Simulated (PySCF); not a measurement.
Species: N,N-dimethylacetamide, C4H9NO.
Cartesian coordinates in Å at the PBE0-D3(BJ)/def2-TZVP level; atoms count from 1:
```xyz
15
C4H9NO angstrom
C      1.9307   -0.2368   -0.7398
C      0.7261    0.6741   -0.6967
O      0.7864    1.8043   -1.1455
N     -0.4147    0.1801   -0.1351
C     -1.5985    1.0012   -0.1027
C     -0.5761   -1.1602    0.3592
H      2.7392    0.3207   -1.2055
H      1.7346   -1.1368   -1.3271
H      2.2424   -0.5484    0.2597
H     -2.4018    0.5463   -0.6926
H     -1.3551    1.9762   -0.5171
H     -1.9546    1.1195    0.9258
H     -0.9949   -1.1414    1.3710
H     -1.2619   -1.7363   -0.2741
H      0.3738   -1.6851    0.3988
```

The closed-shell ground state was solved at several levels (PySCF, density fitting, gas phase, non-relativistic). Geometry: PBE0-D3(BJ)/def2-TZVP, one conformer, isolated molecule.

```tsv
level	basis functions	HOMO (eV)	LUMO (eV)	gap (eV)	dipole (D)
KT3/pcSseg-2	342	-5.71	-0.53	5.18	3.70
wB97X-D/pcSseg-2	342	-8.77	2.03	10.80	3.95
B97-2/pcSseg-2	342	-6.69	0.38	7.07	3.88
```

Problem. What might PBE0/pcSseg-2 (342 basis functions) give for the same quantities?

Solution. HOMO -6.94 eV, LUMO 0.35 eV, gap 7.29 eV, dipole 3.90 D.

Problem. Over all these levels, which gives the widest orbital gap and which the narrowest?

Solution. wB97X-D/pcSseg-2 (range-separated hybrid) has the widest, 10.80 eV, and KT3/pcSseg-2 (GGA) the narrowest, 5.18 eV. From the narrowest to the widest the HOMO moves by -3.06 eV and the LUMO by +2.56 eV.

Problem. In the pcSseg-2 basis, how does the gap go with the fixed share of exact exchange?

Solution. KT3 (0 %) 5.18 eV; B97-2 (21 %) 7.07 eV; PBE0 (25 %) 7.29 eV. Each rise in the share widens the gap here.

Problem. How far do the dipole and the HOMO energy spread over the levels?

Solution. The dipole runs from 3.70 to 3.95 D (mean 3.86 D) and the HOMO from -8.77 to -5.71 eV.
